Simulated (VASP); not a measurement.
**Sr: equation of state with PBE+D3(BJ)**

The system is Sr.

```
CELL_PARAMETERS angstrom
0.00000 2.96488 2.96488
2.96488 0.00000 2.96488
2.96488 2.96488 0.00000
ATOMIC_POSITIONS crystal
Sr 0.00000 0.00000 0.00000
```

```yaml
Program: VASP 6.6.1
Task: equation of state
Functional: PBE
Dispersion: D3(BJ)
Potentials_or_basis: VASP PAW PBE potentials, release 64 (Sr_sv)
Cutoff: 520 eV
k_mesh: 8 × 8 × 8
Occupations: fermi-dirac, width 0.05 eV
Spin: no spin polarisation
```

| Item | Value |
| --- | --- |
| Equilibrium volume | 52.16 Å³/atom |
| Bulk modulus | 12.5 GPa |
| Pressure derivative of the bulk modulus | 3.5 (rough: it moves with the points fitted) |

Energy against volume, from the lowest point:
```
volume (Å³/atom)  energy (meV/atom)
          50.040               3.57
          51.083               0.89
          52.125               0.00
          53.168               0.74
          54.211               2.97
```

All runs of the series together: 22 s on 1 thread of Intel(R) Xeon(R) 6975P-C (Granite Rapids), on a shared host.
